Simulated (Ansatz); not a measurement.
Space group P-3m1 (No. 164). a = 3.248 Å, b = 3.248 Å, c = 10.364 Å, α = 90.00°, β = 90.00°, γ = 120.00°
```json
{"atom": "Hf", "site": "2d", "symmetry": "3m.", "x": "0.6667", "y": "0.3333", "z": "0.8758"}
{"atom": "Hf", "site": "2d", "symmetry": "3m.", "x": "0.6667", "y": "0.3333", "z": "0.3820"}
{"atom": "C", "site": "1a", "symmetry": "-3m.", "x": "0.0000", "y": "0.0000", "z": "0.0000"}
```

Equation of state of this Hf4C structure (not necessarily the ground state), with shape and atoms relaxed at each volume where symmetry leaves them free. It has no gap at any of these volumes. Level of theory: Ansatz 0.2.0, DFT PBE, scalar-relativistic, plane waves, PAW.

Plane waves to 420 eV, a k mesh through Γ of 12×12×4 on the computed 5-atom cell and Gaussian smearing (0.10 eV); no spin polarisation.

| V (Å³/atom) | E − E(largest V) (meV/atom) | P (GPa) |
| --- | --- | --- |
| 16.660 | 65.44 | 19.85 |
| 17.228 | 6.05 | 13.81 |
| 17.796 | -33.26 | 8.54 |
| 18.364 | -55.17 | 3.96 |
| 18.932 | -61.99 | 0.00 |
| 19.500 | -55.73 | -3.43 |
| 20.068 | -38.21 | -6.39 |
| 20.825 | 0.00 | -9.66 |

Question: Fit a third-order Birch–Murnaghan equation, E = E0 + (9V0B0/16)·[(x − 1)³B0' + (x − 1)²(6 − 4x)] with x = (V0/V)^(2/3), to E(V).

Answer: V0 = 18.93 Å³/atom, B0 = 122 GPa, B0' = 3.8.

Spin-orbit coupling is left out, which matters for the bands of heavy elements.

The cell was found from a proposed guess, not taken from experiment.
